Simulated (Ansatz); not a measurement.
Electric field gradients in Ti$_{3}$Al$_{5}$

All numbers below come from DFT PBEsol, scalar-relativistic, plane waves, PAW in Ansatz. Plane waves to 420 eV; Γ-centred k mesh 10×10×6; Fermi-Dirac smearing of 0.15 eV. No spin polarisation.

Equilibrium structure at this level:
```xyz
8
Lattice="3.8901 0.0000 0.0000 0.0000 3.9968 0.0000 0.0000 0.0000 8.0628" Properties=species:S:1:pos:R:3 pbc="T T T"
Ti    0.0000    1.9984    2.1334
Ti    0.0000    1.9984    5.9294
Ti    1.9450    1.9984    0.0000
Al    0.0000    0.0000    0.0000
Al    0.0000    0.0000    4.0314
Al    1.9450    1.9984    4.0314
Al    1.9450    0.0000    1.9509
Al    1.9450    0.0000    6.1118
```

In a metal these results depend on the k mesh and the smearing.

Give V_zz (10²¹ V/m²) and the asymmetry η at each distinct site.

Results:

```tsv
atom	V_zz	η
Ti (atom 1)	1.77	0.15
Ti (atom 3)	-2.98	0.89
Al (atom 4)	-2.12	0.43
Al (atom 5)	2.55	0.14
Al (atom 6)	2.27	0.83
Al (atom 7)	-1.89	0.61
```

Whether Ti3Al5 exists in this form wasn't checked.